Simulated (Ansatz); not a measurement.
The system is Hf.

```
Hf
1.0
     4.96233    0.00000    0.00000
    -2.48116    4.29750    0.00000
     0.00000    0.00000    3.08623
Hf
3
Direct
  0.00000 0.00000 0.00000
  0.33333 0.66667 0.50000
  0.66667 0.33333 0.50000
```

This isn't the form of Hf at room conditions, which is hcp.

| Property | Result |
| --- | --- |
| Program | Ansatz 0.2.0 |
| Task | single point |
| Functional | PBEsol |
| Potentials or basis | Ansatz PAW |
| Cutoff | 420 eV (not typed: the program's choice for these potentials) |
| k mesh | 6 × 6 × 9 |
| Occupations | fermi-dirac, width 0.05 eV |
| Spin | no spin polarisation |

On this cell: pressure -2.7 GPa; largest force under 0.003 eV/Å; band gap on the k mesh none (metal or under the smearing width).

The same run follows on a disturbed copy (atoms moved at random, drawn with an rms of 0.05 Å):

```xyz
3
Lattice="4.9623 0.0000 0.0000 -2.4812 4.2975 0.0000 0.0000 0.0000 3.0862" Properties=species:S:1:pos:R:3 pbc="T T T"
Hf    0.0157    0.0386    0.0296
Hf    0.0352    2.8556    1.5094
Hf    2.4894    1.4135    1.5536
```

**Question.** What changes?

**Answer.** The energy (extrapolated to zero smearing) moves by +3.4 meV/atom; pressure -2.6 GPa; largest force 0.248 eV/Å; band gap on the k mesh none (metal or under the smearing width).

Forces in eV/Å, atoms in the order of the input:
```
Hf   0.006 -0.143 -0.203
Hf  -0.090  0.056  0.160
Hf   0.084  0.087  0.043
```

Stress tensor (GPa, compression positive):
```
-2.78 -0.10 -0.02
-0.10 -2.63  0.10
-0.02  0.10 -2.34
```

Caveats: the PAW data sets come from PBE, with cores solved anew for the run's functional, which leaves a small shift of forces and pressure.
